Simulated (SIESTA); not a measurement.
## Si in SIESTA: the effect of target pressure

The system is Si.

```
Si
1.0
     0.00000    2.72185    2.72185
     2.72185    0.00000    2.72185
     2.72185    2.72185    0.00000
Si
2
Direct
  0.50000 0.50000 0.50000
  0.75000 0.75000 0.75000
```

Alike in all runs:

```yaml
Program: SIESTA 5.4.2
Task: relaxation of cell and atoms
Functional: PBE
Potentials_or_basis: PseudoDojo 0.4 standard (PBE files)
Basis: DZP (energy shift 0.003 Ry)
Grid_cutoff: 500 Ry
Energy_shift: 0.003 Ry
k_mesh: 8 × 8 × 8
Occupations: fermi-dirac, width 0.05 eV
Spin: no spin polarisation
```

Each run relaxes the cell or the atoms first.

```tsv
target pressure	target pressure	relaxed volume (Å³/atom)	gap on the mesh (eV)
0 GPa	-	?	?
2 GPa	2 GPa	20.30	0.63
5 GPa	5 GPa	19.70	0.58
10 GPa	10 GPa	18.88	0.51
20 GPa	20 GPa	17.61	0.39
30 GPa	30 GPa	16.66	0.29
```

Question: What does the run with target pressure 0 GPa give?

Answer: Relaxed volume 20.76 Å³/atom; gap on the mesh 0.66 eV.

Worked out: In Murnaghan's law V^(-B') rises as a straight line in P. The other rows fit best with B' = 3.7, V0 = 20.74 Å³/atom and B0 = 89 GPa, which gives 20.74 Å³/atom at 0 GPa, against the run's 20.76. A parabola through the other rows of the gap on the mesh, of slope -0.0161 eV per GPa there, extrapolates to 0.66 eV, against the run's 0.66.

Caveats: the basis of atomic orbitals isn't converged, which shifts pressures, moduli and gaps; the volume moved by over 15 % at a fixed basis, so the end points are rough (some runs).

A k mesh can miss the band edges.
